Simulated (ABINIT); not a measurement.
# HfO2 (Fm-3m) in ABINIT: settings compared

Aim: see how the results for HfO2 move with the level of theory and the settings. Levels: PBE, LDA. Tasks: band structure.

Program: ABINIT 10.8.3 (patched build). These are calculated values, not measurements. Logs are shortened: lines on timing, memory, paths and dates and some standing lists are left out, and cuts for length are marked. The log counts tension as positive stress, the text compression.

**1. The structure**

It takes space group Fm-3m (No. 225, cubic). Conventional cell: a = 5.115 Å, b = 5.115 Å, c = 5.115 Å, α = 90.00°, β = 90.00°, γ = 90.00°. Hf (site symmetry m-3m) is surrounded by 8 O at 2.21 Å. Around O (site symmetry -43m) lie 4 Hf at 2.21 Å.

Measurements of this composition are mostly on another form, of space group No. 14.

**2. Band structure, PBE**

Input file run.abi:

```
# Datasets: ground state, then fixed potential
ndtset 2

# Pseudopotentials
pp_dirpath "./"
pseudos "Hf.upf, O.upf"

# Structure
acell 3.6168511858 3.6168511858 3.6168511858 Angstrom
rprim
     0.0000000000     0.7071067812     0.7071067812
     0.7071067812     0.0000000000     0.7071067812
     0.7071067812     0.7071067812     0.0000000000
ntypat 2
znucl 72 8
natom 3
typat 1 2 2
xred
     0.0000000000     0.0000000000     0.0000000000
     0.7500000000     0.7500000000     0.7500000000
     0.2500000000     0.2500000000     0.2500000000

# Plane-wave basis
ecut 42.0

# Exchange and correlation
ixc 11

# Bands and occupations
occopt 3
tsmear 0.00183747

# SCF cycle
nstep 100

# Output
iomode 3
prtwf 0
prteig 0
prtebands 0
enunit 1
prtden1 1

# Dataset 1
kptopt1 1
ngkpt1 9 9 9
nshiftk1 1
shiftk1 0.0 0.0 0.0
nband1 16
tolvrs1 1.0e-10

# Dataset 2: bands along G-X-W-K-G-L-U-W-L-K
iscf2 -2
getden2 1
nband2 20
nbdbuf2 2
tolwfr2 1.0e-12
kptopt2 -9
ndivsm2 6
prteig2 1
kptbounds2
     0.0000000000     0.0000000000     0.0000000000
     0.5000000000     0.0000000000     0.5000000000
     0.5000000000     0.2500000000     0.7500000000
     0.3750000000     0.3750000000     0.7500000000
     0.0000000000     0.0000000000     0.0000000000
     0.5000000000     0.5000000000     0.5000000000
     0.6250000000     0.2500000000     0.6250000000
     0.5000000000     0.2500000000     0.7500000000
     0.5000000000     0.5000000000     0.5000000000
     0.3750000000     0.3750000000     0.7500000000
```

Potentials or basis: PseudoDojo NC SR PBE v0.5 standard.

Started as:

```sh
$ abinit run.abi > log 2>&1
```

run.abo:

```text
.Version 10.8.3 of ABINIT
 DATASET    1 : space group Fm -3 m (#225); Bravais cF (face-center cubic)
================================================================================
 Values of the parameters that define the memory need for DATASET  1.
     intxc =       0    ionmov =       0      iscf =       7    lmnmax =       8
     lnmax =       8     mgfft =      40  mpssoang =       4    mqgrid =    3001
     natom =       3  nloc_mem =       1    nspden =       1   nspinor =       1
    nsppol =       1      nsym =      48    n1xccc =    2501    ntypat =       2
    occopt =       3   xclevel =       2
       mpw =        2957          nfft =       64000          nkpt =          35
================================================================================
================================================================================

 DATASET    2 : space group Fm -3 m (#225); Bravais cF (face-center cubic)
================================================================================
 Values of the parameters that define the memory need for DATASET  2.
     intxc =       0    ionmov =       0      iscf =      -2    lmnmax =       8
     lnmax =       8     mgfft =      40  mpssoang =       4    mqgrid =    3001
     natom =       3  nloc_mem =       1    nspden =       1   nspinor =       1
    nsppol =       1      nsym =      48    n1xccc =    2501    ntypat =       2
    occopt =       3   xclevel =       2
       mpw =        2956          nfft =       64000          nkpt =         103
================================================================================
================================================================================

--------------------------------------------------------------------------------
------------- Echo of variables that govern the present computation ------------
--------------------------------------------------------------------------------
 -outvars: echo values of preprocessed input variables --------
            acell      6.8348581793E+00  6.8348581793E+00  6.8348581793E+00 Bohr
              amu      1.78490000E+02  1.59994000E+01
             ecut      4.20000000E+01 Hartree
           enunit           1
           getden1          0
           getden2          1
             iscf1          7
             iscf2         -2
                       outvar_i_n : Printing only first  50 k-points.
              ixc          11
           jdtset        1    2
                       outvar_i_n : Printing only first  50 k-points.
           kptopt1          1
           kptopt2         -9
         kptrlatt        9    0    0      0    9    0      0    0    9
          kptrlen1     6.15137236E+01
          kptrlen2     3.00000000E+01
            natom           3
            nband1         16
            nband2         20
[... 1099 lines left out ...]

 ----iterations are completed or convergence reached----

 Mean square residual over all n,k,spin=   46.869E-14; max=  99.919E-14
 reduced coordinates (array xred) for    3 atoms
       0.000000000000      0.000000000000      0.000000000000
       0.750000000000      0.750000000000      0.750000000000
       0.250000000000      0.250000000000      0.250000000000

 cartesian coordinates (angstrom) at end:
    1      0.00000000000000     0.00000000000000     0.00000000000000
    2      3.83625000010566     3.83625000010566     3.83625000010566
    3      1.27875000003522     1.27875000003522     1.27875000003522
 length scales=  6.834858179327  6.834858179327  6.834858179327 bohr
              =  3.616851185800  3.616851185800  3.616851185800 angstroms
 Eigenvalues (   eV  ) for nkpt= 103  k points:
 kpt#   1, nband= 20, wtk=  1.00000, kpt=  0.0000  0.0000  0.0000 (reduced coord)
 -53.47037  -21.92932  -21.92932  -21.92932  -10.70280   -7.77538    2.62452    2.62452
   2.62452    7.20326    7.20326    7.20326   11.67272   11.67272   13.45385   17.91286
  17.91286   17.91286   21.78397   21.78397
 kpt#   2, nband= 20, wtk=  1.00000, kpt=  0.0294  0.0000  0.0294 (reduced coord)
 -53.47024  -21.93309  -21.93026  -21.93026  -10.68773   -7.78859    2.63351    2.63351
   2.66010    7.11691    7.20501    7.20501   11.68352   11.70761   13.50589   17.87236
  17.87236   17.89497   21.73048   21.82715
 kpt#   3, nband= 20, wtk=  1.00000, kpt=  0.0588  0.0000  0.0588 (reduced coord)
 -53.46984  -21.94425  -21.93305  -21.93305  -10.64290   -7.82741    2.66048    2.66048
   2.76582    6.87431    7.20967    7.20967   11.71572   11.79845   13.65743   17.75752
  17.75752   17.84114   21.57720   21.95043
 kpt#   4, nband= 20, wtk=  1.00000, kpt=  0.0882  0.0000  0.0882 (reduced coord)
 -53.46919  -21.96230  -21.93760  -21.93760  -10.56942   -7.88950    2.70539    2.70539
   2.93874    6.51350    7.21554    7.21554   11.76875   11.91604   13.89385   17.58496
  17.58496   17.75095   21.37644   22.13833
 kpt#   5, nband= 20, wtk=  1.00000, kpt=  0.1176  0.0000  0.1176 (reduced coord)
[... 381 lines left out ...]
   4.31620    5.57244    6.50616    6.92655   12.20606   12.96447   14.63781   15.39212
  16.28931   19.14724   20.76171   23.72735
 kpt# 101, nband= 20, wtk=  1.00000, kpt=  0.4000  0.4000  0.7000 (reduced coord)
 -53.45554  -22.23678  -22.13832  -22.00823   -9.02880   -8.74951    2.46167    3.78393
   4.44438    5.52658    6.53713    7.15980   12.16120   13.05567   14.64438   15.21296
  16.17829   19.57710   20.97116   23.10922
 kpt# 102, nband= 20, wtk=  1.00000, kpt=  0.3875  0.3875  0.7250 (reduced coord)
 -53.45519  -22.24069  -22.14237  -22.01354   -8.99311   -8.75541    2.28519    3.81856
   4.52250    5.53834    6.53000    7.35096   12.11723   13.11837   14.60281   15.12986
  16.08832   19.97603   21.17553   22.56131
 kpt# 103, nband= 20, wtk=  1.00000, kpt=  0.3750  0.3750  0.7500 (reduced coord)
 -53.45499  -22.25357  -22.13269  -22.01794   -8.98225   -8.74851    2.14809    3.87462
   4.52936    5.62483    6.50354    7.47149   12.07716   13.14776   14.52953   15.14406
  16.02331   20.26772   21.32868   22.19611

== END DATASET(S) ==============================================================
================================================================================

 -outvars: echo values of variables after computation  --------
            acell      6.8348581793E+00  6.8348581793E+00  6.8348581793E+00 Bohr
           etotal1    -8.9704914698E+01
            fcart1    -2.9714152897E-28 -2.9714152897E-28  2.9714152897E-28
                       5.4971182859E-27 -2.5257029962E-27 -1.4857076448E-28
                      -5.1999767570E-27  2.8228445252E-27 -1.4857076448E-28
            rprim      0.0000000000E+00  7.0710678120E-01  7.0710678120E-01
                       7.0710678120E-01  0.0000000000E+00  7.0710678120E-01
                       7.0710678120E-01  7.0710678120E-01  0.0000000000E+00
           strten1     1.6357588197E-04  1.6357588197E-04  1.6357588197E-04
                       0.0000000000E+00  0.0000000000E+00  0.0000000000E+00
           xangst      0.0000000000E+00  0.0000000000E+00  0.0000000000E+00
                       3.8362500001E+00  3.8362500001E+00  3.8362500001E+00
                       1.2787500000E+00  1.2787500000E+00  1.2787500000E+00
             xred      0.0000000000E+00  0.0000000000E+00  0.0000000000E+00
                       7.5000000000E-01  7.5000000000E-01  7.5000000000E-01
                       2.5000000000E-01  2.5000000000E-01  2.5000000000E-01
 Calculation completed.
```

Wall time 3 min (1 thread of Arm Neoverse V1, shared host); peak memory 0.16 GiB.

What came out:

```
Free energy                                           : -2440.9951 eV
Pressure                                              : -4.8 GPa
Band gap on the k mesh                                : 3.87 eV, indirect (least direct gap 3.99 eV)
Band gap along the path                               : 3.77 eV, direct
Valence electrons inside the program's atomic spheres : Hf 8.27; O 6.34
```

Levels at the corners of the path, in eV from the valence-band top:
```tsv
point	band 10	band 11	band 12	band 13	band 14	band 15
Γ	-0.60	-0.60	-0.60	3.87	3.87	5.66
X	-1.50	-1.50	0.00	3.77	5.43	6.44
W	-2.50	-1.36	-0.20	4.76	5.09	6.89
K	-2.17	-1.30	-0.33	4.28	5.35	6.73
Γ	-0.60	-0.60	-0.60	3.87	3.87	5.66
L	-2.65	-1.80	-1.80	4.56	4.56	6.79
U	-2.17	-1.30	-0.33	4.28	5.35	6.73
W	-2.50	-1.36	-0.20	4.76	5.09	6.89
L	-2.65	-1.80	-1.80	4.56	4.56	6.79
K	-2.17	-1.30	-0.33	4.28	5.35	6.73
```

Caveat: spin-orbit coupling is left out, which moves the levels of the heavy elements; the mesh misses the band edges, which the band path finds closer together.

**3. Band structure, PBE**

Input file run.abi:

```
ndtset 2

pp_dirpath "./"
pseudos "Hf.GGA_PBE-JTH.xml, O.GGA_PBE-JTH.xml"

acell 3*1.0
rprim
     0.0000000000     4.8329745637     4.8329745637
     4.8329745637     0.0000000000     4.8329745637
     4.8329745637     4.8329745637     0.0000000000
ntypat 2
znucl 72 8
natom 3
typat 1 2 2
xred
     0.0000000000     0.0000000000     0.0000000000
     0.7500000000     0.7500000000     0.7500000000
     0.2500000000     0.2500000000     0.2500000000

ecut 23.0
pawecutdg 45.0

ixc 11

occopt 3
tsmear 0.05 eV

nstep 100

iomode 3
prtwf 0
prteig 0
prtebands 0
enunit 1
prtden1 1

kptopt1 1
ngkpt1 9 9 9
nshiftk1 1
shiftk1 0.0 0.0 0.0
nband1 16
tolvrs1 1.0e-9

iscf2 -2
getden2 1
nband2 20
nbdbuf2 2
tolwfr2 1.0e-12
kptopt2 -9
ndivsm2 5
prteig2 1
kptbounds2
     0.0000000000     0.0000000000     0.0000000000
     0.5000000000     0.0000000000     0.5000000000
     0.5000000000     0.2500000000     0.7500000000
     0.3750000000     0.3750000000     0.7500000000
     0.0000000000     0.0000000000     0.0000000000
     0.5000000000     0.5000000000     0.5000000000
     0.6250000000     0.2500000000     0.6250000000
     0.5000000000     0.2500000000     0.7500000000
     0.5000000000     0.5000000000     0.5000000000
     0.3750000000     0.3750000000     0.7500000000
```

Potentials or basis: JTH PAW PBE v2.0.

Started as:

```sh
$ abinit run.abi > log 2>&1
```

run.abo:

```text
.Version 10.8.3 of ABINIT
 DATASET    1 : space group Fm -3 m (#225); Bravais cF (face-center cubic)
================================================================================
 Values of the parameters that define the memory need for DATASET  1.
     intxc =       0    ionmov =       0      iscf =      17    lmnmax =      18
     lnmax =       6     mgfft =      30  mpssoang =       3    mqgrid =    3001
     natom =       3  nloc_mem =       2    nspden =       1   nspinor =       1
    nsppol =       1      nsym =      48    n1xccc =       1    ntypat =       2
    occopt =       3   xclevel =       2
       mpw =        1218          nfft =       27000          nkpt =          35
 PAW method is used; the additional fine FFT grid is defined by:
   mgfftf=        45    nfftf =     91125
================================================================================
================================================================================

 DATASET    2 : space group Fm -3 m (#225); Bravais cF (face-center cubic)
================================================================================
 Values of the parameters that define the memory need for DATASET  2.
     intxc =       0    ionmov =       0      iscf =      -2    lmnmax =      18
     lnmax =       6     mgfft =      30  mpssoang =       3    mqgrid =    3001
     natom =       3  nloc_mem =       2    nspden =       1   nspinor =       1
[... 1405 lines left out ...]
  -3.56978   -2.23581   -1.34252   -0.98152    4.36345    5.06686    6.77125    7.61497
   8.49097   11.17220   12.86574   16.10548
 kpt#  85, nband= 20, wtk=  1.00000, kpt=  0.4028  0.4028  0.6944 (reduced coord)
 -61.32776  -30.10545  -30.00274  -29.87427  -16.93936  -16.64913   -5.33859   -4.05850
  -3.41962   -2.29672   -1.28505   -0.71991    4.31485    5.17551    6.78741    7.39414
   8.36146   11.65104   13.09682   15.40340
 kpt#  86, nband= 20, wtk=  1.00000, kpt=  0.3889  0.3889  0.7222 (reduced coord)
 -61.32735  -30.10768  -30.01016  -29.88026  -16.89423  -16.65909   -5.54064   -4.02616
  -3.32283   -2.29374   -1.28581   -0.49634    4.26600    5.25074    6.75104    7.28060
   8.25643   12.10286   13.32802   14.77226
 kpt#  87, nband= 20, wtk=  1.00000, kpt=  0.3750  0.3750  0.7500 (reduced coord)
 -61.32710  -30.12163  -30.00005  -29.88514  -16.88049  -16.65210   -5.69569   -3.96521
  -3.31121   -2.20051   -1.31374   -0.35678    4.22159    5.28490    6.66986    7.29132
   8.18220   12.43604   13.50442   14.34625

== END DATASET(S) ==============================================================
================================================================================

 -outvars: echo values of variables after computation  --------
            acell      1.0000000000E+00  1.0000000000E+00  1.0000000000E+00 Bohr
           etotal1    -8.2559111144E+01
            fcart1    -8.7053182377E-31 -1.4508863730E-31  7.2544318648E-31
                       0.0000000000E+00 -1.4508863730E-31  2.9017727459E-31
                       8.7053182377E-31  2.9017727459E-31 -1.0156204611E-30
            rprim      0.0000000000E+00  4.8329745637E+00  4.8329745637E+00
                       4.8329745637E+00  0.0000000000E+00  4.8329745637E+00
                       4.8329745637E+00  4.8329745637E+00  0.0000000000E+00
           strten1     1.9700020489E-04  1.9700020489E-04  1.9700020489E-04
                       0.0000000000E+00  0.0000000000E+00  0.0000000000E+00
           xangst      0.0000000000E+00  0.0000000000E+00  0.0000000000E+00
                       3.8362499974E+00  3.8362499974E+00  3.8362499974E+00
                       1.2787499991E+00  1.2787499991E+00  1.2787499991E+00
             xred      0.0000000000E+00  0.0000000000E+00  0.0000000000E+00
                       7.5000000000E-01  7.5000000000E-01  7.5000000000E-01
                       2.5000000000E-01  2.5000000000E-01  2.5000000000E-01
 Calculation completed.
```

Wall time 69 s (1 thread of Arm Neoverse V1, shared host); peak memory 0.14 GiB.

What came out:

- Free energy: -2246.5479 eV
- Pressure: -5.8 GPa
- Band gap on the k mesh: 3.84 eV, indirect (least direct gap 3.96 eV)
- Band gap along the path: 3.74 eV, direct
- Valence electrons inside the program's atomic spheres: Hf 9.36; O 4.61

Levels at the corners of the path, in eV from the valence-band top:
```csv
point,band 9,band 10,band 11,band 12,band 13,band 14,band 15,band 16
Γ,-5.18,-0.60,-0.60,-0.60,3.83,3.83,5.62,10.11
X,-3.41,-1.49,-1.49,0.00,3.74,5.38,6.41,7.94
W,-2.51,-2.51,-1.35,-0.20,4.73,5.05,6.86,6.86
K,-3.28,-2.17,-1.29,-0.33,4.25,5.31,6.70,7.32
Γ,-5.18,-0.60,-0.60,-0.60,3.83,3.83,5.62,10.11
L,-3.01,-2.67,-1.80,-1.80,4.53,4.53,6.75,8.98
U,-3.28,-2.17,-1.29,-0.33,4.25,5.31,6.70,7.32
W,-2.51,-2.51,-1.35,-0.20,4.73,5.05,6.86,6.86
L,-3.01,-2.67,-1.80,-1.80,4.53,4.53,6.75,8.98
K,-3.28,-2.17,-1.29,-0.33,4.25,5.31,6.70,7.32
```

Caveat: spin-orbit coupling is left out, which moves the levels of the heavy elements; the mesh misses the band edges, which the band path finds closer together. A hybrid or GW would open this gap; PBE tends to underestimate it.

**4. Band structure, LDA**

Changes to run.abi since step 3:

```diff
@@ -1,11 +1,14 @@
+# Datasets: ground state, then fixed potential
 ndtset 2
 
+# Pseudopotentials
 pp_dirpath "./"
-pseudos "Hf.GGA_PBE-JTH.xml, O.GGA_PBE-JTH.xml"
+pseudos "Hf.upf, O.upf"
 
-acell 3*1.0
+# Structure
+acell 6.8348581746 6.8348581746 6.8348581746
 rprim
-     0.0000000000     4.8329745637     4.8329745637
-     4.8329745637     0.0000000000     4.8329745637
-     4.8329745637     4.8329745637     0.0000000000
+     0.0000000000     0.7071067812     0.7071067812
+     0.7071067812     0.0000000000     0.7071067812
+     0.7071067812     0.7071067812     0.0000000000
 ntypat 2
@@ -19,7 +22,9 @@
 
-ecut 23.0
-pawecutdg 45.0
+# Plane-wave basis
+ecut 42.0
 
-ixc 11
+# Exchange and correlation
+ixc 7
 
+# Bands and occupations
 occopt 3
@@ -27,4 +32,6 @@
 
+# SCF cycle
 nstep 100
 
+# Output
 iomode 3
@@ -35,3 +42,8 @@
 prtden1 1
+prtvha1 1
+prtvclmb1 1
+prtpot1 1
+prtelf1 1
 
+# Dataset 1
 kptopt1 1
@@ -41,4 +53,5 @@
 nband1 16
-tolvrs1 1.0e-9
+tolvrs1 1.0e-10
 
+# Dataset 2: bands along G-X-W-K-G-L-U-W-L-K
 iscf2 -2
@@ -49,4 +62,5 @@
 kptopt2 -9
-ndivsm2 5
+ndivsm2 8
 prteig2 1
+prtvol2 -3
 kptbounds2
```

Potentials or basis: PseudoDojo NC SR LDA v0.4.1 standard.

Started as:

```sh
$ abinit run.abi > log 2>&1
```

It took 3.6 min on 1 thread of Arm Neoverse V1, shared host; peak memory 0.19 GiB.

It converged, with:

* Free energy: -2440.9238 eV
* Pressure: -22.0 GPa
* Band gap on the k mesh: 3.67 eV, indirect (least direct gap 3.79 eV)
* Band gap along the path: 3.56 eV, direct
* Valence electrons inside the program's atomic spheres: Hf 8.28; O 6.31

Levels at the corners of the path, in eV from the valence-band top:
```csv
point,band 8,band 9,band 10,band 11,band 12,band 13,band 14,band 15,band 16,band 17
Γ,-5.23,-5.23,-0.60,-0.60,-0.60,3.69,3.69,5.49,10.06,10.06
X,-3.42,-3.42,-1.52,-1.52,0.00,3.56,5.26,6.40,7.89,7.89
W,-5.00,-2.53,-2.53,-1.38,-0.20,4.59,4.91,6.84,6.84,8.03
K,-3.98,-3.31,-2.21,-1.31,-0.33,4.10,5.19,6.68,7.28,8.16
Γ,-5.23,-5.23,-0.60,-0.60,-0.60,3.69,3.69,5.49,10.06,10.06
L,-4.23,-3.05,-2.69,-1.81,-1.81,4.40,4.40,6.74,8.73,9.06
U,-3.98,-3.31,-2.21,-1.31,-0.33,4.10,5.19,6.68,7.28,8.16
W,-5.00,-2.53,-2.53,-1.38,-0.20,4.59,4.91,6.84,6.84,8.03
L,-4.23,-3.05,-2.69,-1.81,-1.81,4.40,4.40,6.74,8.73,9.06
K,-3.98,-3.31,-2.21,-1.31,-0.33,4.10,5.19,6.68,7.28,8.16
```

Caveat: so large a pressure means that the cell lies far from this level's equilibrium, or that cutoff or potentials fall short; spin-orbit coupling is left out, which moves the levels of the heavy elements; the mesh misses the band edges, which the band path finds closer together.

**5. The runs side by side**

| level | potentials or basis | cutoff (eV) | fine-grid cutoff | gap on the mesh (eV) | pressure (GPa) |
| --- | --- | --- | --- | --- | --- |
| PBE | PseudoDojo NC SR PBE v0.5 standard | 1143 | - | 3.87 | -4.8 |
| PBE | JTH PAW PBE v2.0 | 626 | 1224.51 eV | 3.84 | -5.8 |
| LDA | PseudoDojo NC SR LDA v0.4.1 standard | 1143 | - | 3.67 | -22.0 |

Alike in all rows: task band structure; no spin polarisation; cell as given; k mesh 9 × 9 × 9; smearing fermi-dirac 0.05 eV.

Caveats: spin-orbit coupling is left out, which moves the levels of the heavy elements; the mesh misses the band edges, which the band path finds closer together; so large a pressure means that the cell lies far from this level's equilibrium, or that cutoff or potentials fall short (some runs).

Total energies depend on the potentials used, so only differences within one code and one set of settings carry meaning.
